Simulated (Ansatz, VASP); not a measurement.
**One calculation of HfC, two programs**

```xyz
2
Lattice="0.0000 2.3556 2.3556 2.3556 0.0000 2.3556 2.3556 2.3556 0.0000" Properties=species:S:1:pos:R:3 pbc="T T T"
Hf    2.3556    2.3556    2.3556
C     0.0000    0.0000    0.0000
```

Alike in both runs: task single point; functional PBE; k mesh 10 × 10 × 10; occupations fermi-dirac, width 0.05 eV; no spin polarisation.

```csv
,VASP,Ansatz
version,VASP 6.6.1,Ansatz 0.2.0
potentials or method,"VASP PAW PBE potentials, release 64 (Hf_pv, C)",Ansatz PAW
plane-wave cutoff (eV),520,420
valence electrons in the cell,14,30
```

VASP gave:

- gap on the k mesh at the Fermi level (eV): none
- pressure (GPa): -9.0

Estimate Ansatz's values.

gap on the k mesh at the Fermi level (eV): none; pressure (GPa): -8.3.

A gap of «none» marks a metal or a gap that the smearing closes. With one functional, cell and mesh, what is left measures potentials, basis and numerics. The two sets of potentials don't hold the same shells in valence.

Spin-orbit coupling is left out, which matters for the levels of Hf.
